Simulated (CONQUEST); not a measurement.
Crystal: FeCo (Wairauite).

```
Co Fe
1.0
     2.85700    0.00000    0.00000
     0.00000    2.85700    0.00000
     0.00000    0.00000    2.85700
Co Fe
1 1
Direct
  0.00000 0.00000 0.00000
  0.50000 0.50000 0.50000
```

| Property | Result |
| --- | --- |
| Program | CONQUEST 1.3 |
| Task | single point |
| Functional | PBE |
| Potentials or basis | PseudoDojo NC PBE, DZP, grid cutoff 150 Ha |
| k mesh | 9 × 9 × 9 |
| Occupations | fermi-dirac, width 0.05 eV |
| Spin | collinear spin, ferromagnetic start |
| Starting moments | [2.0, 3.0] μB |

On this cell: pressure -1.0 GPa; largest force zero by symmetry; net moment 4.61 μB per cell; site moments Co +1.69; Fe +2.92 μB; band gap on the k mesh none (metal or under the smearing width).

The same run follows on a disturbed copy (atoms moved at random, drawn with an rms of 0.05 Å):

```
Co Fe
1.0
     2.85700    0.00000    0.00000
     0.00000    2.85700    0.00000
     0.00000    0.00000    2.85700
Co Fe
1 1
Cartesian
  0.0283 2.8539 2.8066
  1.4418 1.4166 1.4123
```

Q: What changes?

A: The energy (extrapolated to zero smearing) moves by +2.5 meV/atom; pressure -0.7 GPa; largest force 0.333 eV/Å; net moment 4.60 μB per cell; site moments Co +1.69; Fe +2.92 μB; band gap on the k mesh none (metal or under the smearing width).

Forces in eV/Å, atoms in the order of the input:
```
Co  -0.112 -0.065  0.253
Fe   0.145  0.035 -0.297
```

Stress tensor (GPa, compression positive):
```
-0.69  0.04  0.02
 0.04 -0.67 -0.07
 0.02 -0.07 -0.74
```

The forces don't sum to zero, so they hold noise of the program's grid.

Caveats: moments can come out somewhat high in this basis; the basis of atomic orbitals isn't converged, which shifts pressures, moduli and gaps.
